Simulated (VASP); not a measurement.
MgH, 2 atoms in the cell. The structure is tetragonal, space group P4/mmm (No. 123). The conventional cell has a = 2.976 Å, b = 2.976 Å, c = 3.186 Å, α = 90.00°, β = 90.00°, γ = 90.00°. Mg (site symmetry 4/mmm) has 4 H at 2.10 Å as nearest neighbours. Around H (site symmetry 4/mmm) lie 4 Mg at 2.10 Å. The cell was built by a generator and needn't be a form met in nature. The cell isn't the ideal one: random cell by space group and Wyckoff sites (P4/mmm, No. 123).

* Program: VASP 6.6.1
* Task: relaxation of cell and atoms
* Functional: PBE
* Potentials or basis: VASP PAW PBE potentials, release 64 (Mg, H)
* Cutoff: 600 eV
* k mesh: 18 × 18 × 18
* Occupations: gaussian, width 0.1 eV
* Spin: no spin polarisation
* Dipole correction: no
* Further INCAR settings: ALGO = Fast; EDIFF = 1e-07; IBRION = 2; EDIFFG = -0.01; NSW = 100; ISIF = 3

Potentials or basis: VASP PAW PBE potentials, release 64 (Mg, H).

The run is started by

```console
$ cat potpaw_PBE.64/Mg/POTCAR potpaw_PBE.64/H/POTCAR > POTCAR
$ mpirun -np 1 vasp_std > vasp.out
```

Hardware: 1 thread of Intel(R) Xeon(R) Platinum 8175M CPU @ 2.50GHz (Skylake/Cascade Lake) (shared host).

**Question.** Estimate the wall time of this run.

**Answer.** Run time: 2.8 min on 1 thread of Intel(R) Xeon(R) Platinum 8175M CPU @ 2.50GHz (Skylake/Cascade Lake), with other jobs on the host, peak memory 0.27 GiB. Counts: scf iterations 22, k points 550, ion steps 3.
